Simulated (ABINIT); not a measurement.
# TePb (Pm-3m) in ABINIT: a series of runs

One crystal, TePb, is run at these levels: revPBE+D4, revPBE, LDA; tasks: equation of state.

Everything below comes from runs of ABINIT 10.8.3 (patched build). Logs are shortened: lines on timing, memory, paths and dates and some standing lists are left out, and cuts for length are marked. The log counts tension as positive stress, the text compression.

**1. The structure**

It takes space group Pm-3m (No. 221, cubic). The conventional cell has a = 4.002 Å, b = 4.002 Å, c = 4.002 Å, α = 90.00°, β = 90.00°, γ = 90.00°. Around Pb (site symmetry m-3m) lie 8 Te at 3.47 Å. Te (site symmetry m-3m) is surrounded by 8 Pb at 3.47 Å.

Measurements of this composition are mostly on another form, of space group No. 225.

**2. Equation of state, revPBE+D4**

File run.py:

```python
import json, os
import numpy as np
from ase.eos import EquationOfState
from ase.units import GPa
from ase.calculators.mixing import SumCalculator
from dftd4.ase import DFTD4
from ase.calculators.abinit import Abinit, AbinitProfile
from ase import Atoms

atoms = Atoms(['Pb', 'Te'],
              cell=[[4.002287, 0.0, 0.0], [0.0, 4.002287, 0.0], [0.0, 0.0, 4.002287]],
              scaled_positions=[[0.0, 0.0, 0.0], [0.5, 0.5, 0.5]],
              pbc=True)

profile = AbinitProfile(command='abinit', pp_paths=[os.path.abspath('pseudos')])
params = dict(
    pps='pawxml', xc='PBE',
    ecut=462.5936,
    pawecutdg=925.1871,
    kptopt=1,
    ngkpt=[7, 7, 7],
    nshiftk=1,
    shiftk=[0.0, 0.0, 0.0],
    ixc=14,
    nband=14,
    occopt=3,
    tsmear=0.05,
    nstep=100,
    tolvrs=1e-09,
    prtwf=0,
    prtden=0,
)

cell0 = atoms.cell.copy()
volumes, energies = [], []
for i, x in enumerate([0.94, 0.96, 0.98, 1.0, 1.02, 1.04, 1.06]):
    atoms.set_cell(cell0 * x ** (1 / 3), scale_atoms=True)
    atoms.calc = SumCalculator([Abinit(profile=profile, directory=f'v{i}', **params), DFTD4(method='revpbe')])
    volumes.append(atoms.get_volume() / len(atoms))
    dft, disp = atoms.calc.mixer.calcs
    energies.append((dft.get_property('free_energy', atoms) + disp.get_property('energy', atoms)) / len(atoms))
    print(f'{x:5.2f} {volumes[-1]:10.5f} A^3/atom {energies[-1]:14.6f} eV/atom', flush=True)
    json.dump(dict(volumes=volumes, energies=energies), open('results.json', 'w'))
v0, e0, b0 = EquationOfState(volumes, energies, eos='birchmurnaghan').fit()
print(f'V0 {v0:.4f} A^3/atom  E0 {e0:.6f} eV/atom  B0 {b0 / GPa:.2f} GPa')
```

Potentials or basis: JTH PAW PBE v2.0.

Run with:

```
> python run.py
```

The log of the run:

```text
0.94   30.13162 A^3/atom    -945.601179 eV/atom
 0.96   30.77272 A^3/atom    -945.602324 eV/atom
 0.98   31.41382 A^3/atom    -945.603361 eV/atom
 1.00   32.05492 A^3/atom    -945.625063 eV/atom
 1.02   32.69602 A^3/atom    -945.629917 eV/atom
 1.04   33.33712 A^3/atom    -945.618828 eV/atom
 1.06   33.97821 A^3/atom    -945.605965 eV/atom
V0 32.8227 A^3/atom  E0 -945.627649 eV/atom  B0 149.44 GPa
```

abinit.in:

```text
ecut 462.5936 eV
ixc 14
kptopt 1
natom 2
nband 14
ngkpt
7 7 7
nshiftk 1
nsppol 1
nstep 100
occopt 3
pawecutdg 925.1871 eV
prtden 0
prtwf 0
shiftk
0.0 0.0 0.0
tolvrs 1e-09
tsmear 0.05 eV
#Definition of the unit cell
acell
1.00000000000000 1.00000000000000 1.00000000000000 Angstrom
rprim
4.08078314421374 0.00000000000000 0.00000000000000
0.00000000000000 4.08078314421374 0.00000000000000
0.00000000000000 0.00000000000000 4.08078314421374
chkprim 0 # Allow non-primitive cells
#Definition of the atom types
ntypat 2
znucl 52 82
#Enumerate different atomic species
typat
 2 1
pseudos "./pseudos/Te.GGA_PBE-JTH.xml,
./pseudos/Pb.GGA_PBE-JTH.xml"
#Definition of the atoms
xcart
0.00000000000000 0.00000000000000 0.00000000000000
3.85578126074784 3.85578126074784 3.85578126074784
chkexit 1 # abinit.exit file in the running directory terminates after the current SCF
```

abinit.abo:

```text
.Version 10.8.3 of ABINIT
 Symmetries : space group Pm -3 m (#221); Bravais cP (primitive cubic)
================================================================================
 Values of the parameters that define the memory need of the present run
     intxc =       0    ionmov =       0      iscf =      17    lmnmax =      18
     lnmax =       6     mgfft =      30  mpssoang =       3    mqgrid =    3001
     natom =       2  nloc_mem =       2    nspden =       1   nspinor =       1
    nsppol =       1      nsym =      48    n1xccc =       1    ntypat =       2
    occopt =       3   xclevel =       2
       mpw =        1547          nfft =       27000          nkpt =          20
 PAW method is used; the additional fine FFT grid is defined by:
   mgfftf=        45    nfftf =     91125
================================================================================
================================================================================

--------------------------------------------------------------------------------
------------- Echo of variables that govern the present computation ------------
--------------------------------------------------------------------------------
 -outvars: echo values of preprocessed input variables --------
            acell      1.8897261259E+00  1.8897261259E+00  1.8897261259E+00 Bohr
              amu      1.27600000E+02  2.07200000E+02
          chkexit           1
          chkprim           0
             ecut      1.70000012E+01 Hartree
              ixc          14
         kptrlatt        7    0    0      0    7    0      0    0    7
          kptrlen      5.39809377E+01
            natom           2
            nband          14
            ngfft          30      30      30
          ngfftdg          45      45      45
             nkpt          20
            nstep         100
             nsym          48
           ntypat           2
           occopt           3
        pawecutdg      3.39999988E+01 Hartree
         pawxcdev           0
           prtden           0
            prtwf           0
            rprim      4.0807831442E+00  0.0000000000E+00  0.0000000000E+00
                       0.0000000000E+00  4.0807831442E+00  0.0000000000E+00
                       0.0000000000E+00  0.0000000000E+00  4.0807831442E+00
          spgroup         221
           tolvrs      1.00000000E-09
           tsmear      1.83746611E-03 Hartree
            typat      2  1
           useylm           1
           xangst      0.0000000000E+00  0.0000000000E+00  0.0000000000E+00
                       2.0403915721E+00  2.0403915721E+00  2.0403915721E+00
            xcart      0.0000000000E+00  0.0000000000E+00  0.0000000000E+00
                       3.8557812609E+00  3.8557812609E+00  3.8557812609E+00
             xred      0.0000000000E+00  0.0000000000E+00  0.0000000000E+00
                       5.0000000000E-01  5.0000000000E-01  5.0000000000E-01
            znucl       52.00000   82.00000

================================================================================

 chkinp: Checking input parameters for consistency.

================================================================================
== DATASET  1 ==================================================================

--- !DatasetInfo
iteration_state: {dtset: 1, }
dimensions: {natom: 2, nkpt: 20, mband: 14, nsppol: 1, nspinor: 1, nspden: 1, mpw: 1547, }
cutoff_energies: {ecut:  17.0, pawecutdg:  34.0, }
electrons: {nelect:   2.00000000E+01, charge:   0.00000000E+00, occopt:   3.00000000E+00, tsmear:   1.83746611E-03, }
meta: {optdriver: 0, ionmov: 0, optcell: 0, iscf: 17, paral_kgb: 0, }
...

 Exchange-correlation functional for the present dataset will be:
  GGA: revPBE functional - ixc=14
  Zhang and Yang, PRL 80, 890 (1998)

 Real(R)+Recip(G) space primitive vectors, cartesian coordinates (Bohr,Bohr^-1):
[... 86 lines left out ...]
- [  5.0000E-01,   5.0000E-01,   5.0000E-01, Te]
cartesian_forces: # hartree/bohr
- [ -0.00000000E+00,  -0.00000000E+00,  -0.00000000E+00, ]
- [ -0.00000000E+00,  -0.00000000E+00,  -0.00000000E+00, ]
force_length_stats: {min:   0.00000000E+00, max:   0.00000000E+00, mean:   0.00000000E+00, }
...

 Integrated electronic density in atomic spheres:
 ------------------------------------------------
 Atom  Sphere_radius  Integrated_density
    1        2.40264         11.27247047
    2        2.31107          3.05552404

================================================================================

 ----iterations are completed or convergence reached----

 Mean square residual over all n,k,spin=   33.753E-09; max=  86.639E-07
 reduced coordinates (array xred) for    2 atoms
       0.000000000000      0.000000000000      0.000000000000
       0.500000000000      0.500000000000      0.500000000000
 rms dE/dt=  0.0000E+00; max dE/dt=  0.0000E+00; dE/dt below (all hartree)
    1       0.000000000000      0.000000000000      0.000000000000
    2       0.000000000000      0.000000000000      0.000000000000

 cartesian coordinates (angstrom) at end:
    1      0.00000000000000     0.00000000000000     0.00000000000000
    2      2.04039157210687     2.04039157210687     2.04039157210687

 cartesian forces (hartree/bohr) at end:
    1     -0.00000000000000    -0.00000000000000    -0.00000000000000
    2     -0.00000000000000    -0.00000000000000    -0.00000000000000
 frms,max,avg= 0.0000000E+00 0.0000000E+00   0.000E+00  0.000E+00  0.000E+00 h/b

 cartesian forces (eV/Angstrom) at end:
    1     -0.00000000000000    -0.00000000000000    -0.00000000000000
    2     -0.00000000000000    -0.00000000000000    -0.00000000000000
 frms,max,avg= 0.0000000E+00 0.0000000E+00   0.000E+00  0.000E+00  0.000E+00 e/A
 length scales=  1.889726125908  1.889726125908  1.889726125908 bohr
              =  1.000000000000  1.000000000000  1.000000000000 angstroms
 Fermi (or HOMO) energy (hartree) =  -0.02202   Average Vxc (hartree)=  -0.33284
 Eigenvalues (hartree) for nkpt=  20  k points:
 kpt#   1, nband= 14, wtk=  0.00292, kpt=  0.0000  0.0000  0.0000 (reduced coord)
  -0.65761   -0.65761   -0.65500   -0.65500   -0.65500   -0.45636   -0.27832   -0.07578
  -0.07578   -0.07578    0.12870    0.12870    0.15694    0.15694
      occupation numbers for kpt#   1
   2.00000    2.00000    2.00000    2.00000    2.00000    2.00000    2.00000    2.00000
   2.00000    2.00000    0.00000    0.00000    0.00000    0.00000
 prteigrs : prtvol=0 or 1, do not print more k-points.

--- !EnergyTerms
iteration_state     : {dtset: 1, }
comment             : Components of total free energy in Hartree
kinetic             :  7.34563416524430E+00
hartree             :  2.16915265895044E+01
xc                  : -6.52792152578308E+00
Ewald energy        : -5.14148887442782E+01
psp_core            :  5.83129412604266E+00
local_psp           : -6.75674952837176E+01
PAW spherical_terms :  2.11931871575546E+01
internal            : -6.94486635154330E+01
'-kT*entropy'       : -3.85590384089768E-04
total_energy        : -6.94490491058171E+01
total_energy_eV     : -1.88980489963449E+03
...

--- !EnergyTermsDC
iteration_state     : {dtset: 1, }
comment             : '"Double-counting" decomposition of free energy'
band_energy         : -8.56736494608856E+00
Ewald energy        : -5.14148887442782E+01
psp_core            :  5.83129412604266E+00
xc_dc               : -2.25960858568915E+01
PAW spherical_terms :  7.29837251296809E+00
internal            : -6.94486729082475E+01
'-kT*entropy'       : -3.85590384089768E-04
total_energy_dc     : -6.94490584986316E+01
total_energy_dc_eV  : -1.88980515522599E+03
...

--- !EnergyTermsWithPAWCore
iteration_state     : {dtset: 1, }
comment             : 'Components of total free energy, including PAW core contributions'
Total energy        : -2.76772791548854E+04
Total energy DC     : -2.76772791642782E+04
Total energy (eV)   : -7.53137133321426E+05
Total energy DC (eV): -7.53137133577017E+05
...

 Cartesian components of stress tensor (hartree/bohr^3)
  sigma(1 1)=  6.93467137E-05  sigma(3 2)=  0.00000000E+00
  sigma(2 2)=  6.93467137E-05  sigma(3 1)=  0.00000000E+00
  sigma(3 3)=  6.93467137E-05  sigma(2 1)=  0.00000000E+00

-Cartesian components of stress tensor (GPa)         [Pressure= -2.0403E+00 GPa]
- sigma(1 1)=  2.04025076E+00  sigma(3 2)=  0.00000000E+00
- sigma(2 2)=  2.04025076E+00  sigma(3 1)=  0.00000000E+00
- sigma(3 3)=  2.04025076E+00  sigma(2 1)=  0.00000000E+00

== END DATASET(S) ==============================================================
================================================================================

 -outvars: echo values of variables after computation  --------
            acell      1.8897261259E+00  1.8897261259E+00  1.8897261259E+00 Bohr
           etotal     -6.9449058499E+01
            fcart     -0.0000000000E+00 -0.0000000000E+00 -0.0000000000E+00
                      -0.0000000000E+00 -0.0000000000E+00 -0.0000000000E+00
            rprim      4.0807831442E+00  0.0000000000E+00  0.0000000000E+00
                       0.0000000000E+00  4.0807831442E+00  0.0000000000E+00
                       0.0000000000E+00  0.0000000000E+00  4.0807831442E+00
           strten      6.9346713750E-05  6.9346713750E-05  6.9346713750E-05
                       0.0000000000E+00  0.0000000000E+00  0.0000000000E+00
           xangst      0.0000000000E+00  0.0000000000E+00  0.0000000000E+00
                       2.0403915721E+00  2.0403915721E+00  2.0403915721E+00
             xred      0.0000000000E+00  0.0000000000E+00  0.0000000000E+00
                       5.0000000000E-01  5.0000000000E-01  5.0000000000E-01
 Calculation completed.
```

It took 1.8 min on 1 thread of Arm Neoverse V1, shared host; peak memory 0.12 GiB.

Results:

```
Equilibrium volume : 32.82 Å³/atom (rough: see the caveat)
Bulk modulus       : 149 GPa (rough)
```

Energy against volume, from the lowest point:
| volume (Å³/atom) | energy (meV/atom) |
| --- | --- |
| 30.132 | 28.74 |
| 30.773 | 27.59 |
| 31.414 | 26.56 |
| 32.055 | 4.85 |
| 32.696 | 0.00 |
| 33.337 | 11.09 |
| 33.978 | 23.95 |

Caveat: the cutoff is too short for stress, so the log's stress isn't used; pressures at fixed basis lie under the slope of the energies; the fit is doubtful: noisy points or a state that changes with volume; the log and the count of SCF iterations are those of the last ABINIT call alone; the PAW data sets were made with another functional, which shifts forces and pressure a little.

**3. Equation of state, revPBE**

File run.abi:

```
# Datasets: one volume each
ndtset 7
getwfk -1
scalecart1 3*0.9795861087
scalecart2 3*0.9864848297
scalecart3 3*0.9932883884
scalecart4 3*1.0000000000
scalecart5 3*1.0066227096
scalecart6 3*1.0131594038
scalecart7 3*1.0196128224

# Pseudopotentials
pp_dirpath "./"
pseudos "Pb.GGA_PBE-JTH.xml, Te.GGA_PBE-JTH.xml"

# Structure
acell 4.002287 4.002287 4.002287 Angstrom
rprim
     1.0000000000     0.0000000000     0.0000000000
     0.0000000000     1.0000000000     0.0000000000
     0.0000000000     0.0000000000     1.0000000000
ntypat 2
znucl 82 52
natom 2
typat 1 2
xred
     0.0000000000     0.0000000000     0.0000000000
     0.5000000000     0.5000000000     0.5000000000

# Plane-wave basis
ecut 17.0
pawecutdg 34.0

# k points
kptopt 1
ngkpt 7 7 7
nshiftk 1
shiftk 0.0 0.0 0.0

# Exchange and correlation
ixc 14

# Bands and occupations
nband 14
occopt 3
tsmear 0.05 eV

# SCF cycle
nstep 100
tolvrs 1.0e-9

# Output
iomode 3
prtwf 1
prtden 0
prteig 0
prtebands 0
enunit 1
```

Potentials or basis: JTH PAW PBE v2.0.

Run with:

```
> abinit run.abi > log 2>&1
```

Wall time 81 s (1 thread of Arm Neoverse V1, shared host); peak memory 0.14 GiB.

Results (log left out):

```yaml
Equilibrium_volume: 32.93 Å³/atom
Bulk_modulus: 37 GPa
Pressure_derivative_of_the_bulk_modulus: "4.0 (rough: it moves with the points fitted)"
```

Energy against volume, from the lowest point:
```csv
volume (Å³/atom),energy (meV/atom)
30.132,32.13
30.773,18.26
31.414,8.74
32.055,2.85
32.696,0.00
33.337,0.49
33.978,3.66
```

Caveat: the cutoff is too short for stress, so the log's stress isn't used; pressures at fixed basis lie under the slope of the energies; the PAW data sets were made with another functional, which shifts forces and pressure a little. The run has no spin-orbit coupling, so splittings on Pb, Te are missing.

[end of part 1 of 2]
